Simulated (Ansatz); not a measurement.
input.yaml

```yaml
crystal:
  lattice:
    - [13.7, 0.0, 0.0]
    - [0.0, 14.7, 0.0]
    - [0.0, 0.0, 4.9833397897]
  atoms:
    - { symbol: Al, position: [0.4431785657, 0.3165549289, 0.9990022921], spin: 0.3 }
    - { symbol: Al, position: [0.3295356971, 0.5, 0.9990022921], spin: 0.3 }
    - { symbol: Al, position: [0.5568214343, 0.5, 0.9990022921], spin: 0.3 }
    - { symbol: Al, position: [0.4431785657, 0.6834450711, 0.9990022921], spin: 0.3 }
    - { symbol: Al, position: [0.6704643029, 0.6834450711, 0.9990022921], spin: 0.3 }
    - { symbol: Al, position: [0.4431785657, 0.438851643, 0.4990022921], spin: 0.3 }
    - { symbol: Al, position: [0.3295356971, 0.6222967141, 0.4990022921], spin: 0.3 }
    - { symbol: Al, position: [0.6704643029, 0.438851643, 0.4990022921], spin: 0.3 }
    - { symbol: Al, position: [0.5568214343, 0.6222967141, 0.4990022921], spin: 0.3 }
    - { symbol: "N", position: [0.4431785657, 0.3165549289, 0.3809977079], spin: 0.3 }
    - { symbol: "N", position: [0.3295356971, 0.5, 0.3809977079], spin: 0.3 }
    - { symbol: "N", position: [0.5568214343, 0.5, 0.3809977079], spin: 0.3 }
    - { symbol: "N", position: [0.4431785657, 0.6834450711, 0.3809977079], spin: 0.3 }
    - { symbol: "N", position: [0.6704643029, 0.6834450711, 0.3809977079], spin: 0.3 }
    - { symbol: "N", position: [0.4431785657, 0.438851643, 0.8809977079], spin: 0.3 }
    - { symbol: "N", position: [0.3295356971, 0.6222967141, 0.8809977079], spin: 0.3 }
    - { symbol: "N", position: [0.6704643029, 0.438851643, 0.8809977079], spin: 0.3 }
    - { symbol: "N", position: [0.5568214343, 0.6222967141, 0.8809977079], spin: 0.3 }
basis:
  ecutwfc: 420
kpoints:
  mp_grid: { grid: [1, 1, 7] }
hamiltonian:
  xc: pbesol
scf:
  occupations: { method: gaussian, width: 0.05 }
  lower_state_search: "off"
output:
  forces: true
  stress: true
  eigenvalues: true
  populations: true
  write_density: true
  write_potential: true
  elf: true
  volumetric_format: npy
magnetization:
  spin_polarized: true
relax:
  adjacent_minimum: "off"
  f_tol: 0.02
  max_steps: 45
  cell: { fix: [a, b, alpha, beta, gamma], stress_tol: 0.03 }
```

Launched with
```bash
ansatz run input.yaml --threads 4 --pin off --max-ram 11264MiB --backend cpu --events-out ev --progress --plain --runs-dir out
```

Theory: Ansatz, DFT PBEsol, scalar-relativistic, plane waves, PAW.

From the run's log, abridged:

```
Pseudopotentials: kind: paw
Pseudopotential: Al, paw, valence charge 3, recommended cutoff 420 eV (normal)
Pseudopotential: N, paw, valence charge 5, recommended cutoff 420 eV (normal)
Functional definition: PBEsol
Crystal: 18 atoms, lattice volume = 1003.595 Å³
Basis set: ecut = 420 eV, 19677 PW (Γ), exchange–correlation on 192×200×72 points (8 copies of the dense FFT grid, shifted against one another)
Bands: 57, of which v1, the nominal top of the filled ones, is band 36 counted from 1 (35 counted from 0)
Symmetry: 1 space group operations
Space group: P1 (ITA 1), of the structure as read, at distance tolerance 1.0e-4 Å
Magnetic group: BNS 1.1 (UNI 1), of the structure as read, at distance tolerance 1.0e-4 Å
k-points: 4 of 7 (time reversal used)
Initial density: superposition of atomic densities (neutral atoms: chi_scale 0, normalization atom)
Starting moments: Σ|m| = 5.4 μB on 18 of 18 sites
Initial wavefunctions: pseudopotential atomic-orbital guess
Functional: x = pbesol(κ = 0.804, μ = 0.12345679), c = pbesol(β = 0.046)
SCF iter   1: F=—  HF=-8160.529323 eV  |F-HF|=—  |Δ(HF+E_count)|=         —  Δρ=4.73e-2 (↑3.56e-2 ↓4.73e-2) dr2=1.15e2  dr2_m=6.09e-1  M=0.000 μB ∫|m|=0.302 μB  β_m=0.30  ethr=3.10e-3  ⟨swp⟩=9.2  Hψ=2549  notcnv=0  defer=29
spin=Collinear: Resta preconditioning applied to the charge; magnetization (m = ρ↑ − ρ↓) channel mixes plain (no charge-response kernel on spin).
SCF iter   2: F=—  HF=-8131.158921 eV  |F-HF|=—  |Δ(HF+E_count)|=    2.94e1  Δρ=1.48e-2 (↑1.34e-2 ↓1.48e-2) dr2=9.09e0  dr2_m=2.65e-1  M=0.285 μB ∫|m|=0.369 μB  β_m=0.30  ethr=3.10e-3  ⟨swp⟩=4.0  Hψ=1197  notcnv=0  defer=111
SCF iter   3: F=—  HF=-8129.340293 eV  |F-HF|=—  |Δ(HF+E_count)|=    1.82e0  Δρ=9.88e-3 (↑9.88e-3 ↓8.32e-3) dr2=2.16e0  dr2_m=1.32e-1  M=0.286 μB ∫|m|=0.338 μB  β_m=0.30  ethr=3.10e-3  ⟨swp⟩=3.0  Hψ=750  notcnv=0  defer=111
SCF iter   4: F=—  HF=-8129.033751 eV  |F-HF|=—  |Δ(HF+E_count)|=   3.07e-1  Δρ=6.88e-3 (↑6.88e-3 ↓5.69e-3) dr2=8.85e-1  dr2_m=6.72e-2  M=0.286 μB ∫|m|=0.345 μB  β_m=0.30  ethr=3.00e-3  ⟨swp⟩=1.4  Hψ=537  notcnv=0  defer=108
SCF iter   5: F=—  HF=-8128.868419 eV  |F-HF|=—  |Δ(HF+E_count)|=   1.65e-1  Δρ=3.18e-3 (↑2.27e-3 ↓3.18e-3) dr2=2.69e-1  dr2_m=3.41e-2  M=0.279 μB ∫|m|=0.313 μB  β_m=0.30  ethr=1.23e-3  ⟨swp⟩=2.0  Hψ=647  notcnv=0  defer=108
Mixer restart at iter 5: flushing history
spin-set hold released at iteration 5 (site moments contracting): the magnetisation degrees of freedom join the quasi-Newton model from the next iteration; the mixer history was flushed
SCF iter   6: F=—  HF=-8128.865261 eV  |F-HF|=—  |Δ(HF+E_count)|=   3.16e-3  Δρ=2.21e-3 (↑2.21e-3 ↓2.02e-3) dr2=1.42e-1  dr2_m=1.79e-2  M=0.286 μB ∫|m|=0.349 μB  β_m=0.27  ethr=3.73e-4  ⟨swp⟩=2.0  Hψ=658  notcnv=0  defer=108
SCF iter   7: F=—  HF=-8128.855096 eV  |F-HF|=—  |Δ(HF+E_count)|=   1.02e-2  Δρ=1.40e-3 (↑1.40e-3 ↓1.29e-3) dr2=1.92e-2  dr2_m=1.20e-2  M=0.285 μB ∫|m|=0.321 μB  β_m=0.36  ethr=1.97e-4  ⟨swp⟩=2.0  Hψ=570  notcnv=0  defer=108
SCF iter   8: F=—  HF=-8128.869571 eV  |F-HF|=—  |Δ(HF+E_count)|=   1.45e-2  Δρ=1.17e-3 (↑7.01e-4 ↓1.17e-3) dr2=6.23e-2  dr2_m=2.63e-3  M=0.278 μB ∫|m|=0.320 μB  β_m=0.29  ethr=2.67e-5  ⟨swp⟩=2.0  Hψ=589  notcnv=0  defer=108
SCF iter   9: F=—  HF=-8128.865714 eV  |F-HF|=—  |Δ(HF+E_count)|=   3.86e-3  Δρ=3.30e-4 (↑2.12e-4 ↓3.30e-4) dr2=3.63e-3  dr2_m=3.42e-4  M=0.272 μB ∫|m|=0.321 μB  β_m=0.26  ethr=2.67e-5  ⟨swp⟩=2.0  Hψ=574  notcnv=0  defer=108
SCF iter  10: F=—  HF=-8128.865717 eV  |F-HF|=—  |Δ(HF+E_count)|=   2.94e-6  Δρ=1.60e-4 (↑1.18e-4 ↓1.60e-4) dr2=2.90e-4  dr2_m=1.32e-4  M=0.269 μB ∫|m|=0.325 μB  β_m=0.26  ethr=5.04e-6  ⟨swp⟩=1.6  Hψ=409  notcnv=0  defer=108
SCF iter  11: F=—  HF=-8128.865809 eV  |F-HF|=—  |Δ(HF+E_count)|=   9.15e-5  Δρ=1.16e-4 (↑9.94e-5 ↓1.16e-4) dr2=7.18e-5  dr2_m=9.16e-5  M=0.268 μB ∫|m|=0.330 μB  β_m=0.38  ethr=4.03e-7  ⟨swp⟩=2.0  Hψ=598  notcnv=0  defer=108
SCF iter  12: F=—  HF=-8128.865704 eV  |F-HF|=—  |Δ(HF+E_count)|=   1.04e-4  Δρ=1.05e-4 (↑7.11e-5 ↓1.05e-4) dr2=8.21e-5  dr2_m=5.96e-5  M=0.266 μB ∫|m|=0.342 μB  β_m=0.40  ethr=9.97e-8  ⟨swp⟩=2.0  Hψ=685  notcnv=0  defer=108
SCF iter  13: F=—  HF=-8128.865811 eV  |F-HF|=—  |Δ(HF+E_count)|=   1.07e-4  Δρ=7.25e-5 (↑4.72e-5 ↓7.25e-5) dr2=1.91e-5  dr2_m=3.15e-5  M=0.265 μB ∫|m|=0.359 μB  β_m=0.62  ethr=9.97e-8  ⟨swp⟩=2.1  Hψ=583  notcnv=0  defer=108
SCF iter  14: F=—  HF=-8128.865886 eV  |F-HF|=—  |Δ(HF+E_count)|=   7.53e-5  Δρ=4.33e-5 (↑3.86e-5 ↓4.33e-5) dr2=2.21e-5  dr2_m=1.18e-5  M=0.262 μB ∫|m|=0.378 μB  β_m=0.69  ethr=2.65e-8  ⟨swp⟩=2.8  Hψ=658  notcnv=0  defer=108
SCF iter  15: F=—  HF=-8128.865924 eV  |F-HF|=—  |Δ(HF+E_count)|=   3.82e-5  Δρ=3.36e-5 (↑3.36e-5 ↓2.36e-5) dr2=2.65e-5  dr2_m=3.88e-6  M=0.260 μB ∫|m|=0.394 μB  β_m=0.62  ethr=2.65e-8  ⟨swp⟩=2.4  Hψ=664  notcnv=0  defer=108
SCF iter  16: F=—  HF=-8128.865929 eV  |F-HF|=—  |Δ(HF+E_count)|=   5.03e-6  Δρ=3.91e-5 (↑1.44e-5 ↓3.91e-5) dr2=3.56e-5  dr2_m=2.99e-6  M=0.261 μB ∫|m|=0.398 μB  β_m=0.50  ethr=2.65e-8  ⟨swp⟩=2.0  Hψ=614  notcnv=0  defer=108
SCF iter  17: F=—  HF=-8128.865933 eV  |F-HF|=—  |Δ(HF+E_count)|=   3.19e-6  Δρ=1.98e-5 (↑1.50e-5 ↓1.98e-5) dr2=1.48e-5  dr2_m=1.24e-6  M=0.259 μB ∫|m|=0.403 μB  β_m=0.41  ethr=2.65e-8  ⟨swp⟩=2.0  Hψ=590  notcnv=0  defer=108
SCF iter  18: F=—  HF=-8128.865933 eV  |F-HF|=—  |Δ(HF+E_count)|=   6.04e-7  Δρ=1.20e-5 (↑9.58e-6 ↓1.20e-5) dr2=3.72e-6  dr2_m=6.66e-7  M=0.259 μB ∫|m|=0.405 μB  β_m=0.41  ethr=2.06e-8  ⟨swp⟩=1.9  Hψ=414  notcnv=0  defer=108
SCF iter  19: F=—  HF=-8128.865934 eV  |F-HF|=—  |Δ(HF+E_count)|=   8.20e-7  Δρ=7.46e-6 (↑7.03e-6 ↓7.46e-6) dr2=1.22e-6  dr2_m=3.19e-7  M=0.259 μB ∫|m|=0.407 μB  β_m=0.43  ethr=5.16e-9  ⟨swp⟩=2.1  Hψ=451  notcnv=0  defer=108
SCF iter  20: F=—  HF=-8128.865935 eV  |F-HF|=—  |Δ(HF+E_count)|=   5.65e-7  Δρ=5.06e-6 (↑3.66e-6 ↓5.06e-6) dr2=1.79e-7  dr2_m=1.40e-7  M=0.258 μB ∫|m|=0.408 μB  β_m=0.55  ethr=1.70e-9  ⟨swp⟩=2.0  Hψ=549  notcnv=0  defer=108
SCF iter  21: F=-8128.865935 eV  HF=-8128.865935 eV  |F-HF|=5.11e-8  |Δ(HF+E_count)|=   4.22e-7  Δρ=2.86e-6 (↑2.86e-6 ↓2.35e-6) dr2=7.46e-8  dr2_m=4.85e-8  M=0.258 μB ∫|m|=0.409 μB  β_m=0.68  ethr=1.39e-10  ⟨swp⟩=33.6  Hψ=5314  notcnv=0
SCF iter  22: F=-8128.865935 eV  HF=-8128.865935 eV  |F-HF|=1.65e-8  |Δ(HF+E_count)|=   1.77e-7  Δρ=1.76e-6 (↑1.31e-6 ↓1.76e-6) dr2=2.41e-8  dr2_m=1.83e-8  M=0.258 μB ∫|m|=0.410 μB  β_m=0.79  ethr=1.04e-10  ⟨swp⟩=7.8  Hψ=2821  notcnv=0
SCF iter  23: F=-8128.865935 eV  HF=-8128.865935 eV  |F-HF|=1.29e-8  |Δ(HF+E_count)|=   8.00e-8  Δρ=1.05e-6 (↑8.43e-7 ↓1.05e-6) dr2=2.55e-8  dr2_m=6.11e-9  M=0.258 μB ∫|m|=0.410 μB  β_m=0.69  ethr=3.35e-11  ⟨swp⟩=7.8  Hψ=2737  notcnv=0
   ...
SCF iter   5: F=—  HF=-8142.449733 eV  |F-HF|=—  |Δ(HF+E_count)|=   1.51e-8  Δρ=2.50e-6 (↑2.50e-6 ↓1.96e-6) dr2=1.10e-7  dr2_m=3.86e-9  M=0.000 μB ∫|m|=0.000 μB  β_m=0.56  ethr=1.83e-9  ⟨swp⟩=2.6  Hψ=776  notcnv=0
SCF iter   6: F=-8142.449733 eV  HF=-8142.449733 eV  |F-HF|=4.80e-9  |Δ(HF+E_count)|=   3.33e-8  Δρ=9.90e-7 (↑9.90e-7 ↓8.09e-7) dr2=2.20e-8  dr2_m=5.33e-10  M=0.000 μB ∫|m|=0.000 μB  β_m=0.60  ethr=3.51e-11  ⟨swp⟩=16.1  Hψ=3850  notcnv=0
SCF iter   7: F=-8142.449733 eV  HF=-8142.449733 eV  |F-HF|=6.44e-10  |Δ(HF+E_count)|=   1.13e-8  Δρ=2.15e-7 (↑1.84e-7 ↓2.15e-7) dr2=1.05e-9  dr2_m=1.21e-11  M=0.000 μB ∫|m|=0.000 μB  ethr=3.06e-11  ⟨swp⟩=7.2  Hψ=2859  notcnv=0
the starting moments were not kept: the SCF closed with an absolute magnetisation of 5.2e-6 μB, where they sum to 5.4 μB in size (18 sites). That is at most 0.1 of that sum. Measured as dr2_m measures the in/out step, that magnetisation stands 1.3e-12 eV from none, at or under the dr2_threshold of 2.5e-8 eV: it is no larger than a step whose dr2_m would equal this threshold.
SCF 20 converged in 7 iterations: F = -8142.449733 eV  dr2 = 1.05e-9
relax step  20: F+E_penalty+E_count = -8142.44973346 eV  Δ(F+E_penalty+E_count) = -7.089e-4 eV  max|allowed force component| = 5.621e-3 eV/Å  Δτ_max = 0.0017 Å  P = -0.002 GPa  Ω = 756.339 Å³  energy of the carried Pulay correction = +4.766e-4 eV  fix = [a, b, alpha, beta, gamma]  reactions: a -0.002, b -0.002 GPa; alpha +0.000, beta  0.000, gamma +0.000 GPa/rad (7 SCF iters, dr2 threshold 2.53e-8 eV, accepted)
SCF iter   1: F=—  HF=-8142.449817 eV  |F-HF|=—  |Δ(HF+E_count)|=         —  Δρ=8.10e-7 (↑8.01e-7 ↓8.10e-7) dr2=3.23e-9  dr2_m=1.22e-11  M=0.000 μB ∫|m|=0.000 μB  β_m=0.30  ethr=2.19e-7  ⟨swp⟩=6.2  Hψ=5354  notcnv=0
spin=Collinear: Resta preconditioning applied to the charge; magnetization (m = ρ↑ − ρ↓) channel mixes plain (no charge-response kernel on spin).
SCF iter   2: F=—  HF=-8142.449530 eV  |F-HF|=—  |Δ(HF+E_count)|=   2.86e-4  Δρ=6.07e-7 (↑6.03e-7 ↓6.07e-7) dr2=1.66e-9  dr2_m=6.92e-12  M=0.000 μB ∫|m|=0.000 μB  β_m=0.40  ethr=4.49e-12  ⟨swp⟩=5.0  Hψ=1422  notcnv=0
SCF iter   3: F=—  HF=-8142.449530 eV  |F-HF|=—  |Δ(HF+E_count)|=   4.29e-9  Δρ=3.68e-7 (↑3.68e-7 ↓3.67e-7) dr2=5.81e-10  dr2_m=3.31e-12  M=0.000 μB ∫|m|=0.000 μB  β_m=0.61  ethr=2.30e-12  ⟨swp⟩=2.5  Hψ=711  notcnv=0
SCF iter   4: F=—  HF=-8142.449530 eV  |F-HF|=—  |Δ(HF+E_count)|=   2.40e-9  Δρ=1.87e-7 (↑1.78e-7 ↓1.87e-7) dr2=5.06e-10  dr2_m=8.38e-13  M=0.000 μB ∫|m|=0.000 μB  β_m=0.51  ethr=1.00e-12  ⟨swp⟩=2.4  Hψ=764  notcnv=0
SCF iter   5: F=-8142.449530 eV  HF=-8142.449530 eV  |F-HF|=2.46e-11  |Δ(HF+E_count)|=  3.99e-10  Δρ=3.77e-8 (↑3.51e-8 ↓3.77e-8) dr2=2.20e-11  dr2_m=1.40e-13  M=0.000 μB ∫|m|=0.000 μB  ethr=1.00e-12  ⟨swp⟩=22.2  Hψ=3269  notcnv=0
the starting moments were not kept: the SCF closed with an absolute magnetisation of 8.0e-7 μB, where they sum to 5.4 μB in size (18 sites). That is at most 0.1 of that sum. Measured as dr2_m measures the in/out step, that magnetisation stands 3.6e-14 eV from none, at or under the dr2_threshold of 6.5e-11 eV: it is no larger than a step whose dr2_m would equal this threshold.
SCF 21 converged in 5 iterations: F = -8142.449530 eV  dr2 = 2.20e-11
WARN: The output density's exchange-correlation potential varies sharply where the density is thin. Do not read a vacuum level from v_tot or v_xc, or from such a field of the output density. On a cell that repeats whose density bears no net charge and no dipole along the vacuum's axis use v_es (v_loc + v_h of the components); under efield.dipole_correction with no amplitude use v_es + v_field, which holds any external_charges[].barrier, or the levels of the report's work_function block, which leave it out; under a non-zero efield.amplitude the vacuum is tilted and has no level; on a cell that repeats and bears such a dipole with no correction it is tilted too, and efield.dipole_correction wi ...
SCF converged after 5 iterations
Magnetization: 0.0000 μB (36.0000 up, 36.0000 down)
Absolute magnetization: 0.0000 μB (∫|ρ↑−ρ↓|, with the PAW one-centre terms)
Spin contamination: 0.0000 ħ² per cell (⟨S²⟩ above its minimum at these occupations)
Per-site moments (μB) at R_I (Å): [(8.08470839e-9, 0.77676405), (7.04094101e-9, 0.77676591), (-1.30478870e-9, 0.77458858), (7.12767784e-9, 0.77676540), (7.32879519e-9, 0.77676503), (3.57872523e-9, 0.77493807), (3.32716563e-9, 0.77493899), (3.82400638e-9, 0.77493884), (3.78083941e-9, 0.77493812), (-7.45563975e-8, 0.77676405), (-6.49207110e-8, 0.77676591), (2.41250926e-8, 0.77458858), (-6.54836169e-8, 0.77676540), (-6.85015484e-8, 0.77676503), (-1.75219515e-8, 0.77493807), (-2.13382060e-8, 0.77493899), (-2.24043045e-8, 0.77493884), (-1.81934669e-8, 0.77493812)]
Free energy (F): -8142.449530 eV
Harris-Foulkes:  -8142.449530 eV  (|F-HF|=2.46e-11)
Internal energy: -8142.449530 eV  (E = F + TS)
E sigma→0 (E₀):  -8142.449530 eV
Fermi energy:    -0.488419 eV
--- Per-component energies (eV) ---
  E_band       = -549.517208
  E_kinetic    = 1432.898922
  E_local      = -19773.496037  (includes V_loc(G=0)·N_el)
  E_nonlocal   = 496.538543
  E_hartree    = 9234.046335
  E_xc         = -905.665109
  E_vxc        = -966.393946  (∫ρ·V_xc dr)
  E_paw        = -5197.148552  (= ΣΔE_a)
  E_vpaw       = -207.157977  (= ΣTr[D̂ρ^β])
  E_aug_tail   = 0.000830  (compensation charges beyond the density's cutoff)
  E_ewald      = 6569.950397
  E_core_change = 0.425141  (= ΣΔE_core)
  E_smearing   =  0.000000  (= −TS)
--- Forces (eV/Å), atoms counted from 1 ---
  atom   1  Al    -0.00046570     0.00199032    -0.00003073
  atom   2  Al     0.00196925     0.00035146     0.00000045
  atom   3  Al     0.00038515    -0.00011189     0.00008632
  atom   4  Al     0.00029582    -0.00197205     0.00001215
  atom   5  Al    -0.00226078    -0.00089194    -0.00002619
  atom   6  Al     0.00307333     0.00561326    -0.00006868
  atom   7  Al     0.00485898    -0.00294731    -0.00009954
  atom   8  Al    -0.00484048     0.00298553    -0.00014714
  atom   9  Al    -0.00332589    -0.00551292    -0.00007224
  atom  10  N      0.00082523    -0.00228500     0.00011151
  atom  11  N     -0.00229652    -0.00100338     0.00003569
  atom  12  N      0.00024729    -0.00014112    -0.00027256
  atom  13  N     -0.00055990     0.00236564     0.00002640
  atom  14  N      0.00224542     0.00082453     0.00005771
  atom  15  N     -0.00072908    -0.00140106     0.00009675
  atom  16  N     -0.00085447     0.00048548     0.00014754
  atom  17  N      0.00086072     0.00020395     0.00019559
  atom  18  N      0.00057136     0.00144926     0.00011713
--- Stress (GPa, compression-positive) ---
       -0.002264      -0.000390       0.000009
       -0.000390      -0.002635      -0.000021
        0.000009      -0.000021      -0.003704
  P = ⅓ Tr σ = -0.0029 GPa (-0.029 kbar)
--- Band table (eV; the first three rows and the last of 8) ---
  k-point 0 ↑: bands = ["-18.6712", "-17.0741", "-17.0740", "-15.7427", "-15.6134", "-15.3423", "-14.4145", "-14.4143", "-14.1194", "-8.1865", "-7.7497", "-7.7496", "-6.9428", "-6.6834", "-6.6833", "-6.1114", "-6.0358", "-6.0357", "-5.8805", "-5.3010", "-5.1382", "-5.0764", "-4.9439", "-4.0247", "-4.0245", "-3.9294", "-3.8088", "-3.8086", "-3.6333", "-2.8765", "-2.8755", "-2.8439", "-2.6890", "-2.6536", "-2.6533", "-1.9435", "0.9666", "1.9766", "2.0184", "2.0567", "2.3390", "2.8155", "2.8402", "2.8548", "3.1683", "3.6365", "3.6653", "3.8278", "3.9059", "4.2245", "4.4665", "4.5630", "4.6802", "5.1530", "5.1867", "5.2347", "5.4458"]
  k-point 1 ↑: bands = ["-18.5170", "-16.9489", "-16.9488", "-15.6817", "-15.6235", "-15.2569", "-14.4711", "-14.4710", "-14.3235", "-8.2050", "-7.7396", "-7.7396", "-7.4470", "-7.4469", "-7.4449", "-6.4019", "-6.1485", "-5.9740", "-5.1704", "-5.1704", "-5.0247", "-4.8178", "-4.8178", "-4.6299", "-4.3134", "-3.7987", "-3.4825", "-3.4823", "-3.2035", "-3.2011", "-2.8632", "-2.8628", "-2.5471", "-2.5319", "-2.5313", "-2.2313", "1.3518", "1.8721", "1.9871", "2.0238", "2.5006", "2.7529", "2.7653", "2.9859", "3.4141", "3.6647", "3.7044", "3.9826", "4.0074", "4.5164", "4.5820", "4.6482", "4.8038", "5.3541", "5.3686", "5.3890", "5.6165"]
  k-point 2 ↑: bands = ["-18.0689", "-16.6057", "-16.6056", "-15.8547", "-15.5370", "-15.0476", "-14.6778", "-14.6777", "-14.6585", "-8.3642", "-8.2962", "-8.2961", "-8.2283", "-7.5026", "-7.5025", "-7.0864", "-6.9420", "-5.6457", "-5.6456", "-5.5785", "-4.7144", "-4.6690", "-4.2962", "-4.2962", "-3.7728", "-3.7581", "-3.7580", "-3.7276", "-2.9570", "-2.9495", "-2.8799", "-2.7567", "-2.7563", "-2.3620", "-2.3617", "-2.3285", "1.7900", "2.0363", "2.1859", "2.2138", "2.5525", "2.7906", "2.7960", "3.3600", "3.9949", "4.0176", "4.0779", "4.4195", "4.4530", "4.8251", "4.8654", "4.9074", "5.2448", "5.8139", "5.8207", "5.8873", "6.0786"]
  k-point 3 ↓: bands = ["-17.3764", "-16.5489", "-16.1946", "-16.1946", "-15.4123", "-15.0018", "-15.0017", "-14.8574", "-14.7314", "-8.9976", "-8.5114", "-8.5113", "-8.3774", "-7.7129", "-7.7127", "-7.6577", "-6.8167", "-5.6658", "-5.5836", "-5.5835", "-5.0271", "-4.8547", "-4.8547", "-4.0654", "-3.7441", "-3.4224", "-3.3655", "-3.3654", "-3.2733", "-3.2169", "-2.6932", "-2.6931", "-2.6133", "-2.3724", "-2.3721", "-2.2623", "2.1930", "2.4094", "2.4777", "2.4864", "2.5012", "3.0625", "3.0671", "3.7963", "3.8995", "3.9016", "4.3534", "4.8292", "4.9380", "5.1121", "5.6225", "5.6979", "5.8784", "6.0226", "6.2644", "6.3819", "6.3889"]
--- Relaxed structure (19 steps of the walk, 18 accepted, 2 SCFs on fresh bases) ---
  F+E_penalty+E_count = -8142.44953038 eV   max|allowed force component| = 5.613e-3 eV/Å   (the final SCF, on the basis selected at the relaxed cell)
  cell:  # Å, volume = 756.3390 Å³
    - [13.7, -7.23498379e-112, -6.82455686e-113]
    - [-7.76308480e-112, 14.7, 1.27579629e-112]
    - [-2.48241502e-113, 4.32498398e-113, 3.75559377]
  atoms:
    - { symbol: Al, position: [0.54558753, 0.35289374, 0.93999944] }
    - { symbol: Al, position: [0.29939251, 0.48560376, 0.93999983] }
    - { symbol: Al, position: [0.49368423, 0.53397144, 0.94000115] }
    - { symbol: Al, position: [0.44178641, 0.71504826, 0.93999978] }
    - { symbol: Al, position: [0.68798170, 0.58234109, 0.94000005] }
    - { symbol: Al, position: [0.41945440, 0.41435669, 0.44000049] }
    - { symbol: Al, position: [0.36534494, 0.60315118, 0.44000077] }
    - { symbol: Al, position: [0.62202739, 0.46479158, 0.44000082] }
    - { symbol: Al, position: [0.56791976, 0.65358471, 0.44000064] }
    - { symbol: N, position: [0.54824167, 0.34364054, 0.43999845] }
    - { symbol: N, position: [0.28946540, 0.48311748, 0.43999948] }
    - { symbol: N, position: [0.49368615, 0.53397176, 0.44000285] }
    - { symbol: N, position: [0.43912778, 0.72430068, 0.43999957] }
    - { symbol: N, position: [0.69790788, 0.58482770, 0.43999935] }
    - { symbol: N, position: [0.41739755, 0.41103919, 0.93999953] }
    - { symbol: N, position: [0.36177705, 0.60507272, 0.93999935] }
    - { symbol: N, position: [0.62559852, 0.46286694, 0.93999881] }
    - { symbol: N, position: [0.56997618, 0.65690401, 0.93999955] }
--- Löwdin populations: 18 sites ---
  site symbol q [e]    m [muB]
     0     Al      1.8455     0.0000
     1     Al      1.8454     0.0000
     2     Al      1.9824     0.0000
     3     Al      1.8455     0.0000
     4     Al      1.8454     0.0000
     5     Al      1.8536     0.0000
     6     Al      1.8535     0.0000
     7     Al      1.8535     0.0000
     8     Al      1.8536     0.0000
     9      N      5.9945     0.0000
    10      N      5.9945     0.0000
    11      N      6.0692     0.0000
    12      N      5.9945     0.0000
    13      N      5.9945     0.0000
    14      N      6.0649     0.0000
    15      N      6.0648     0.0000
    16      N      6.0648     0.0000
    17      N      6.0649     0.0000
  spilling = 0.012709 (of n_electrons = 72.000000)
```

The relaxation met its thresholds.

It took 6.2 min on 4 threads of Intel(R) Xeon(R) Platinum 8488C (Sapphire Rapids) (shared host), peak memory 1.8 GiB.